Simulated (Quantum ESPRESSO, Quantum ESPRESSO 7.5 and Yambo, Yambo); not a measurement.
# A GW chain in Yambo: NaCl (Fm-3m)

Aim: the G0W0 gap of NaCl (Fm-3m) on PBE, step by step.

Calculated with Quantum ESPRESSO 7.5 and Yambo 5.3.0; PBE and many-body steps on it, plane waves.

The database entry behind the starting cell differs from later determinations by our own check (an axis about 0.4 % short against later determinations), so it need not match the best structure at ambient conditions.

## 1. Starting point

It takes space group Fm-3m (No. 225, cubic). Conventional cell: a = 5.620 Å, b = 5.620 Å, c = 5.620 Å, α = 90.00°, β = 90.00°, γ = 90.00°. Nearest to Na lie 6 Cl at 2.81 Å. Nearest to Cl lie 6 Na at 2.81 Å. Farther neighbours and most contacts between anions are not listed.

Structure file:

```cif
data_structure
_symmetry_space_group_name_H-M 'P 1'
_symmetry_Int_Tables_number 1
_cell_length_a 3.9739
_cell_length_b 3.9739
_cell_length_c 3.9739
_cell_angle_alpha 60.000
_cell_angle_beta 60.000
_cell_angle_gamma 60.000
_cell_volume 44.38
loop_
_atom_site_label
_atom_site_type_symbol
_atom_site_fract_x
_atom_site_fract_y
_atom_site_fract_z
_atom_site_occupancy
Na1 Na 0.00000 0.00000 0.00000 1
Cl2 Cl 0.50000 0.50000 0.50000 1
```

The cell and positions come from the Crystallography Open Database and are kept as given unless a step says otherwise.

## 2. Ground state

This step: Quantum ESPRESSO 7.5; DFT, PBE, plane waves, norm-conserving pseudopotentials.

The ground-state density comes first.

Contents of pw.in:

```
&control
  calculation = 'scf'
  prefix = 'x'
  outdir = 'o'
  pseudo_dir = 'pseudo'
/
&system
  ibrav = 0
  nat = 2
  ntyp = 2
  ecutwfc = 76.0
  nbnd = 13
  force_symmorphic = .true.
/
&electrons
  conv_thr = 1e-10
  electron_maxstep = 80
  mixing_beta = 0.5
/
ATOMIC_SPECIES
  Na 22.99 Na.upf
  Cl 35.45 Cl.upf
CELL_PARAMETERS angstrom
  0.0000000000 2.8100000000 2.8100000000
  2.8100000000 0.0000000000 2.8100000000
  2.8100000000 2.8100000000 0.0000000000
ATOMIC_POSITIONS crystal
  Na 0.0000000000 0.0000000000 0.0000000000
  Cl 0.5000000000 0.5000000000 0.5000000000
K_POINTS automatic
  6 6 6 0 0 0
```

Started as:

```sh
> OMP_NUM_THREADS=1 mpirun -n 4 pw.x -nk 4 -in pw.in > pw.out
```

The log of the run:

```text
Program PWSCF v.7.5 starts

     This program is part of the open-source Quantum ESPRESSO suite
     for quantum simulation of materials; please cite
         "P. Giannozzi et al., J. Phys.:Condens. Matter 21 395502 (2009);
         "P. Giannozzi et al., J. Phys.:Condens. Matter 29 465901 (2017);
         "P. Giannozzi et al., J. Chem. Phys. 152 154105 (2020);
     in publications or presentations arising from this work. More details at
     Message from routine setup:
     using ibrav=0 with symmetry is DISCOURAGED, use correct ibrav instead

     G-vector sticks info

     bravais-lattice index     =            0
     lattice parameter (alat)  =       7.5097  a.u.
     unit-cell volume          =     299.4646 (a.u.)^3
     number of atoms/cell      =            2
     number of atomic types    =            2
     number of electrons       =        16.00
     number of Kohn-Sham states=           13
     kinetic-energy cutoff     =      76.0000  Ry
     charge density cutoff     =     304.0000  Ry
     scf convergence threshold =      1.0E-10
     mixing beta               =       0.5000
     number of iterations used =            8  plain     mixing
     Exchange-correlation= PBE
                           (   1   4   3   4   0   0   0)

     celldm(1)=   7.509658  celldm(2)=   0.000000  celldm(3)=   0.000000
     celldm(4)=   0.000000  celldm(5)=   0.000000  celldm(6)=   0.000000

     crystal axes: (cart. coord. in units of alat)
               a(1) = (   0.000000   0.707107   0.707107 )
               a(2) = (   0.707107   0.000000   0.707107 )
               a(3) = (   0.707107   0.707107   0.000000 )

     reciprocal axes: (cart. coord. in units 2 pi/alat)
               b(1) = ( -0.707107  0.707107  0.707107 )
               b(2) = (  0.707107 -0.707107  0.707107 )
               b(3) = (  0.707107  0.707107 -0.707107 )
     Pseudo is Norm-conserving, Zval =  9.0
     Generated using ONCVPSP code by D. R. Hamann
     Using radial grid of 1992 points,  4 beta functions with:
     Pseudo is Norm-conserving + core correction, Zval =  7.0
     Generated using ONCVPSP code by D. R. Hamann
     Using radial grid of 1028 points,  6 beta functions with:
     Na                9.00    22.99000     Na( 1.00)
     Cl                7.00    35.45000     Cl( 1.00)

     48 Sym. Ops., with inversion, found

   Cartesian axes

     site n.     atom                  positions (alat units)
         1        Na     tau(   1) = (   0.0000000   0.0000000   0.0000000  )
         2        Cl     tau(   2) = (   0.7071068   0.7071068   0.7071068  )

     number of k points=    16
                       cart. coord. in units 2pi/alat
        k(    1) = (   0.0000000   0.0000000   0.0000000), wk =   0.0092593
        k(    2) = (   0.1178511   0.1178511  -0.1178511), wk =   0.0740741
        k(    3) = (   0.2357023   0.2357023  -0.2357023), wk =   0.0740741
        k(    4) = (  -0.3535534  -0.3535534   0.3535534), wk =   0.0370370
        k(    5) = (   0.2357023   0.0000000  -0.0000000), wk =   0.0555556
        k(    6) = (   0.3535534   0.1178511  -0.1178511), wk =   0.2222222
        k(    7) = (  -0.2357023  -0.4714045   0.4714045), wk =   0.2222222
        k(    8) = (  -0.1178511  -0.3535534   0.3535534), wk =   0.2222222
        k(    9) = (   0.0000000  -0.2357023   0.2357023), wk =   0.1111111
        k(   10) = (   0.4714045   0.0000000  -0.0000000), wk =   0.0555556
     [... 4 further rows ...]
        k(   15) = (  -0.1178511  -0.3535534   0.5892557), wk =   0.2222222
        k(   16) = (  -0.7071068   0.2357023   0.0000000), wk =   0.1111111

     Dense  grid:    26813 G-vectors     FFT dimensions: (  45,  45,  45)

     Initial potential from superposition of free atoms

     starting charge      15.9937, renormalised to      16.0000
     Starting wfcs are    9 randomized atomic wfcs +    4 random wfcs

     per-process dynamical memory:    23.3 Mb

     Self-consistent Calculation

     iteration #  1     ecut=    76.00 Ry     beta= 0.50

     Threshold (ethr) on eigenvalues was too large:
     Diagonalizing with lowered threshold

     total energy              =    -124.48249237 Ry
     estimated scf accuracy    <       0.04907676 Ry

     iteration #  2     ecut=    76.00 Ry     beta= 0.50

     total energy              =    -124.49193164 Ry
     estimated scf accuracy    <       0.00227950 Ry

     iteration #  3     ecut=    76.00 Ry     beta= 0.50

     total energy              =    -124.49224266 Ry
     estimated scf accuracy    <       0.00055898 Ry

     iteration #  4     ecut=    76.00 Ry     beta= 0.50

     total energy              =    -124.49229384 Ry
     estimated scf accuracy    <       0.00000574 Ry

     iteration #  5     ecut=    76.00 Ry     beta= 0.50

     total energy              =    -124.49229662 Ry
     estimated scf accuracy    <       0.00000061 Ry

     iteration #  6     ecut=    76.00 Ry     beta= 0.50

     total energy              =    -124.49229691 Ry
     estimated scf accuracy    <       0.00000007 Ry

     iteration #  7     ecut=    76.00 Ry     beta= 0.50

     total energy              =    -124.49229693 Ry
     estimated scf accuracy    <          2.1E-09 Ry

     iteration #  8     ecut=    76.00 Ry     beta= 0.50

     End of self-consistent calculation

          k = 0.0000 0.0000 0.0000 (  3383 PWs)   bands (ev):

   -47.7638 -19.6862 -19.6862 -19.6862 -11.5392   1.1413   1.1413   1.1413
     6.2911  12.2033  12.2033  12.2033  14.2947

          k = 0.1179 0.1179-0.1179 (  3353 PWs)   bands (ev):

   -47.7636 -19.6937 -19.6866 -19.6866 -11.4569   0.5325   1.0713   1.0713
     7.1095  11.4436  12.4827  12.4828  14.0004

          k = 0.2357 0.2357-0.2357 (  3356 PWs)   bands (ev):

   -47.7632 -19.7090 -19.6878 -19.6878 -11.2849  -0.4108   0.9377   0.9377
     8.2193  11.2585  12.2909  12.2910  15.0778

          k =-0.3536-0.3536 0.3536 (  3354 PWs)   bands (ev):

     [... further k-points ...]

     highest occupied, lowest unoccupied level (ev):     1.1413    6.2911

!    total energy              =    -124.49229693 Ry
     estimated scf accuracy    <          2.5E-11 Ry

     The total energy is the sum of the following terms:
     one-electron contribution =     -73.86213402 Ry
     hartree contribution      =      41.26218262 Ry
     xc contribution           =     -22.84146010 Ry
     ewald contribution        =     -69.05088543 Ry

     convergence has been achieved in   8 iterations

     XML data file, charge density, pseudopotentials, collected wavefunctions

=------------------------------------------------------------------------------=
   JOB DONE.
=------------------------------------------------------------------------------=
```

Wall time 4.3 s (4 MPI ranks of Arm Neoverse V1, shared host); peak memory 0.24 GiB.

This step gave:

```yaml
total_energy: -1693.8040 eV
gap: 5.150 eV
k_of_the_valence_top: 0, 0, 0
k_of_the_conduction_bottom: 0, 0, 0
least_direct_gap: 5.150 eV
```

The gap is direct, at Γ.

## 3. Bands along the symmetry lines

Levels along a band path, at the cheap level, show where the edges lie and whether the meshes to come will hold them.

Contents of pw.in:

```
&control
  calculation = 'bands'
  prefix = 'x'
  outdir = 'o'
  pseudo_dir = 'pseudo'
/
&system
  ibrav = 0
  nat = 2
  ntyp = 2
  ecutwfc = 76.0
  nbnd = 14
  force_symmorphic = .true.
/
&electrons
  conv_thr = 1e-9
  electron_maxstep = 80
  diago_full_acc = .true.
  diago_thr_init = 5e-6
/
ATOMIC_SPECIES
  Na 22.99 Na.upf
  Cl 35.45 Cl.upf
CELL_PARAMETERS angstrom
  0.0000000000 2.8100000000 2.8100000000
  2.8100000000 0.0000000000 2.8100000000
  2.8100000000 2.8100000000 0.0000000000
ATOMIC_POSITIONS crystal
  Na 0.0000000000 0.0000000000 0.0000000000
  Cl 0.5000000000 0.5000000000 0.5000000000
K_POINTS crystal
  50
  0.00000000 0.00000000 0.00000000 1
  0.06250000 0.00000000 0.06250000 1
  0.12500000 0.00000000 0.12500000 1
  0.18750000 0.00000000 0.18750000 1
  0.25000000 0.00000000 0.25000000 1
  0.31250000 0.00000000 0.31250000 1
  0.37500000 0.00000000 0.37500000 1
  0.43750000 0.00000000 0.43750000 1
  0.50000000 0.00000000 0.50000000 1
  0.51562500 0.03125000 0.51562500 1
  0.53125000 0.06250000 0.53125000 1
  0.54687500 0.09375000 0.54687500 1
  0.56250000 0.12500000 0.56250000 1
  0.57812500 0.15625000 0.57812500 1
  0.59375000 0.18750000 0.59375000 1
  0.60937500 0.21875000 0.60937500 1
  0.62500000 0.25000000 0.62500000 1
  0.37500000 0.37500000 0.75000000 1
  0.32812500 0.32812500 0.65625000 1
  0.28125000 0.28125000 0.56250000 1
  0.23437500 0.23437500 0.46875000 1
  0.18750000 0.18750000 0.37500000 1
  0.14062500 0.14062500 0.28125000 1
  0.09375000 0.09375000 0.18750000 1
  0.04687500 0.04687500 0.09375000 1
  0.00000000 0.00000000 0.00000000 1
  0.06250000 0.06250000 0.06250000 1
  0.12500000 0.12500000 0.12500000 1
  0.18750000 0.18750000 0.18750000 1
  0.25000000 0.25000000 0.25000000 1
  0.31250000 0.31250000 0.31250000 1
  0.37500000 0.37500000 0.37500000 1
  0.43750000 0.43750000 0.43750000 1
  0.50000000 0.50000000 0.50000000 1
  0.50000000 0.46875000 0.53125000 1
  0.50000000 0.43750000 0.56250000 1
  0.50000000 0.40625000 0.59375000 1
  0.50000000 0.37500000 0.62500000 1
  0.50000000 0.34375000 0.65625000 1
  0.50000000 0.31250000 0.68750000 1
  0.50000000 0.28125000 0.71875000 1
  0.50000000 0.25000000 0.75000000 1
  0.50000000 0.21875000 0.71875000 1
  0.50000000 0.18750000 0.68750000 1
  0.50000000 0.15625000 0.65625000 1
  0.50000000 0.12500000 0.62500000 1
  0.50000000 0.09375000 0.59375000 1
  0.50000000 0.06250000 0.56250000 1
  0.50000000 0.03125000 0.53125000 1
  0.50000000 0.00000000 0.50000000 1
```

The log of the run:

```text
[banner, memory and clock lines left out]
Program PWSCF v.7.5 starts

     Atomic positions and unit cell read from directory:
     o/x.save/

     Message from routine setup:
     using ibrav=0 with symmetry is DISCOURAGED, use correct ibrav instead

     G-vector sticks info

     bravais-lattice index     =            0
     lattice parameter (alat)  =       7.5097  a.u.
     unit-cell volume          =     299.4646 (a.u.)^3
     number of atoms/cell      =            2
     number of atomic types    =            2
     number of electrons       =        16.00
     number of Kohn-Sham states=           14
     kinetic-energy cutoff     =      76.0000  Ry
     charge density cutoff     =     304.0000  Ry
     Exchange-correlation= PBE
                           (   1   4   3   4   0   0   0)

     celldm(1)=   7.509658  celldm(2)=   0.000000  celldm(3)=   0.000000
     celldm(4)=   0.000000  celldm(5)=   0.000000  celldm(6)=   0.000000

     crystal axes: (cart. coord. in units of alat)
               a(1) = (   0.000000   0.707107   0.707107 )
               a(2) = (   0.707107   0.000000   0.707107 )
               a(3) = (   0.707107   0.707107   0.000000 )

     reciprocal axes: (cart. coord. in units 2 pi/alat)
               b(1) = ( -0.707107  0.707107  0.707107 )
               b(2) = (  0.707107 -0.707107  0.707107 )
               b(3) = (  0.707107  0.707107 -0.707107 )
     Pseudo is Norm-conserving, Zval =  9.0
     Generated using ONCVPSP code by D. R. Hamann
     Using radial grid of 1992 points,  4 beta functions with:
     Pseudo is Norm-conserving + core correction, Zval =  7.0
     Generated using ONCVPSP code by D. R. Hamann
     Using radial grid of 1028 points,  6 beta functions with:
     Na                9.00    22.99000     Na( 1.00)
     Cl                7.00    35.45000     Cl( 1.00)

     48 Sym. Ops., with inversion, found

   Cartesian axes

     site n.     atom                  positions (alat units)
         1        Na     tau(   1) = (   0.0000000   0.0000000   0.0000000  )
         2        Cl     tau(   2) = (   0.7071068   0.7071068   0.7071068  )

     number of k points=    50
                       cart. coord. in units 2pi/alat
        k(    1) = (   0.0000000   0.0000000   0.0000000), wk =   0.0400000
        k(    2) = (   0.0000000   0.0883883   0.0000000), wk =   0.0400000
        k(    3) = (   0.0000000   0.1767767   0.0000000), wk =   0.0400000
[...]
[... 38 further rows ...]
        k(   49) = (   0.0441942   0.7071068   0.0000000), wk =   0.0400000
        k(   50) = (   0.0000000   0.7071068   0.0000000), wk =   0.0400000

     Dense  grid:    26813 G-vectors     FFT dimensions: (  45,  45,  45)

     The potential is recalculated from file :
     o/x.save/charge-density

     Starting wfcs are    9 randomized atomic wfcs +    5 random wfcs

     Band Structure Calculation

     End of band structure calculation

          k = 0.0000 0.0000 0.0000 (  3383 PWs)   bands (ev):

   -47.7639 -19.6862 -19.6862 -19.6862 -11.5392   1.1413   1.1413   1.1413
     6.2911  12.2033  12.2033  12.2033  14.2948  14.2948

          k = 0.0000 0.0884 0.0000 (  3371 PWs)   bands (ev):

   -47.7638 -19.6873 -19.6865 -19.6865 -11.5227   1.0289   1.1152   1.1152
     6.4721  11.9526  12.2967  12.2967  14.0237  14.3474

          k = 0.0000 0.1768 0.0000 (  3371 PWs)   bands (ev):

   -47.7637 -19.6904 -19.6874 -19.6874 -11.4765   0.7455   1.0424   1.0424
     6.9546  11.3985  12.5685  12.5685  13.3748  14.5025

          k =-0.0000 0.2652 0.0000 (  3339 PWs)   bands (ev):

[...]
k = 0.0000 0.4419-0.0000 (  3355 PWs)   bands (ev):

[...]
k =-0.0000 0.5303 0.0000 (  3370 PWs)   bands (ev):

[...]
k = 0.0000 0.6187-0.0000 (  3334 PWs)   bands (ev):

[...]
k = 0.4640 0.4640-0.0000 (  3344 PWs)   bands (ev):

[...]
k = 0.3315 0.3315-0.0000 (  3360 PWs)   bands (ev):

[...]
k = 0.3094 0.7071-0.0000 (  3348 PWs)   bands (ev):

[...]
k = 0.2210 0.7071-0.0000 (  3344 PWs)   bands (ev):

[...]
k = 0.1768 0.7071-0.0000 (  3350 PWs)   bands (ev):

[...]
k = 0.0442 0.7071 0.0000 (  3338 PWs)   bands (ev):

   -47.7627 -19.7069 -19.6947 -19.6947 -11.1455  -0.5355   0.5229   0.5298
     8.7252   9.2264  12.5041  15.5716  16.0345  16.5503

          k = 0.0000 0.7071 0.0000 (  3338 PWs)   bands (ev):

   -47.7627 -19.7070 -19.6946 -19.6946 -11.1461  -0.5439   0.5360   0.5360
     8.6899   9.1941  12.5380  16.0206  16.0206  16.1877

     XML data file, pseudopotentials, collected wavefunctions
```

Elapsed: 4.6 s, on 4 MPI ranks; peak memory 0.21 GiB; 18 s of CPU time.

This step gave:

```
gap                        : 5.150 eV
k of the valence top       : 0, 0, 0
k of the conduction bottom : 0, 0, 0
least direct gap           : 5.150 eV
```

The gap is 5.150 eV, as in the run before at this level.

The electronic bands at the labelled points (eV, zero at the top of the highest filled band; v1 is the highest filled band, c1 the lowest empty one):

```
    point      v4     v3     v2     v1    c1     c2     c3     c4
        Γ  -12.68   0.00   0.00   0.00  5.15  11.06  11.06  11.06
  halfway  -12.47  -1.08  -0.32  -0.32  7.13   9.10  10.83  12.41
        X  -12.29  -1.69  -0.61  -0.61  7.55   8.05  11.40  14.88
  halfway  -12.28  -1.62  -0.77  -0.58  7.79   8.33  11.15  13.72
        U  -12.28  -1.43  -1.13  -0.50  8.24   9.04  10.59  12.74
jump to K  -12.28  -1.43  -1.13  -0.50  8.24   9.04  10.59  12.74
  halfway  -12.45  -1.24  -0.47  -0.16  7.32   9.68  10.76  11.84
        Γ  -12.68   0.00   0.00   0.00  5.15  11.06  11.06  11.06
  halfway  -12.51  -1.11  -0.14  -0.14  6.62  10.01  11.34  11.34
        L  -12.34  -1.95  -0.27  -0.27  7.28  10.72  10.92  10.92
  halfway  -12.30  -1.67  -0.77  -0.42  8.34   9.55  10.28  11.69
        W  -12.27  -1.20  -1.20  -0.76  8.85   9.71   9.71  11.37
  halfway  -12.28  -1.55  -0.80  -0.69  8.07   8.54  10.89  12.75
        X  -12.29  -1.69  -0.61  -0.61  7.55   8.05  11.40  14.88
```

The electronic bands as a text plot (rows in eV, shown from -8.0 to 11.1 only):

```
   10.8 |++   +++++    ++++     +    ++++++    +++++++       ++
   10.0 |  +++             ++++++++++      +++++    +++++++++
    9.2 |     ++         +++                          +++++++
    8.4 |       ++++++++++++++++                      +     +++++
    7.6 |       +++++++++       +              +++++++        +++
    6.8 |    +++                 ++         +++
    6.0 |  ++                      ++    +++
    5.2 |++                          ++++
    4.4 |
    3.6 |
    2.8 |
    2.0 |
    1.2 |
    0.4 |*                           ****
   -0.4 | ****************************  *************************
   -1.2 |     *****     ***********         ***        ********
   -2.0 |          *****                       ********        **
   -2.8 |
   -3.6 |
   -4.4 |
   -5.2 |
   -6.0 |
   -6.8 |
   -7.6 |
         Γ           X  U|K            Γ         L        W     X
```

[end of part 1 of 3]

[Paths, hosts, dates, memory and timing lines, banners, echoed tables and standing remarks are left out of the program output.]

[Logs are printed without paths, hosts, clocks, repeated set-up lines and the standing remarks that a program may print on its own settings, such as how far it seeks lower states.]

[Runs of the session that timed out or met a known fault of the program may be left out.]

[Hosts, paths, dates, database ids (printed as entryN), source tags and the programs' standing remarks are cut or masked in the printed files.]
